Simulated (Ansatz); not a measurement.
# Calculated 47Ti NMR of the central transition for SrTiO₃ at a changed volume

Cell: an entry of the Crystallography Open Database (COD), relaxed with PBE at fixed cell and then changed (volume scaled by 0.98, ions relaxed).

Space group I4/mcm (No. 140); a = 5.4740, c = 7.7437 Å.

| site | Wyckoff | site symmetry | x | y | z |
| --- | --- | --- | --- | --- | --- |
| Sr | 4b | -42m | 0.0000 | 0.5000 | 0.2500 |
| Ti | 4c | 4/m.. | 0.0000 | 0.0000 | 0.0000 |
| O5 | 4a | 422 | 0.0000 | 0.0000 | 0.2500 |
| O7 | 8h | m.2m | 0.2283 | 0.7283 | 0.0000 |

One atom of each set is listed; the run and its k-mesh use a cell of 10 atoms with edges of 5.47, 5.47, 5.47 Å.

Level of theory: DFT, PBE, plane waves and PAW, scalar-relativistic, 420 eV cutoff, Γ-centred 8×8×8 k-points, Fermi–Dirac smearing 0.02 eV (Ansatz 0.2.0).

47Ti has I = 5/2 and Q = 302.0 mb (Pyykkö 2018); at 7.05 T its Larmor frequency is ν₀ = 16.9 MHz. Only the quadrupole interaction is simulated: positions count from each site's isotropic chemical shift, and J coupling is left out, as are shift anisotropy and dipolar coupling, which fast spinning averages.

Task: Simulate the second-order pattern (fast magic-angle spinning, Gaussian broadening 0.2 kHz) of site Ti (6 O at 1.94 Å).

Result: The calculation gives C_Q = -2.36 MHz and η = 0.00, so ν_Q = 0.353 MHz and the centre of gravity lies at -116 ppm (-1.96 kHz).

(offset (kHz), height): (-5.105, 0), (-4.955, 1), (-4.805, 4), (-4.654, 5), (-4.504, 5), (-4.354, 5), (-4.203, 6), (-4.053, 6), (-3.903, 6), (-3.752, 6), (-3.602, 6), (-3.452, 6), (-3.301, 8), (-3.151, 37), (-3.001, 80), (-2.850, 61), (-2.700, 47), (-2.550, 42), (-2.399, 39), (-2.249, 38), (-2.099, 37), (-1.948, 37), (-1.798, 37), (-1.648, 39), (-1.497, 41), (-1.347, 44), (-1.197, 48), (-1.046, 58), (-0.896, 81), (-0.746, 100), (-0.595, 31), (-0.445, 1)

An axis of threefold or higher order runs through Ti, so V_zz lies along it and η is zero.

At this changed cell the PBE pressure is 9 GPa.
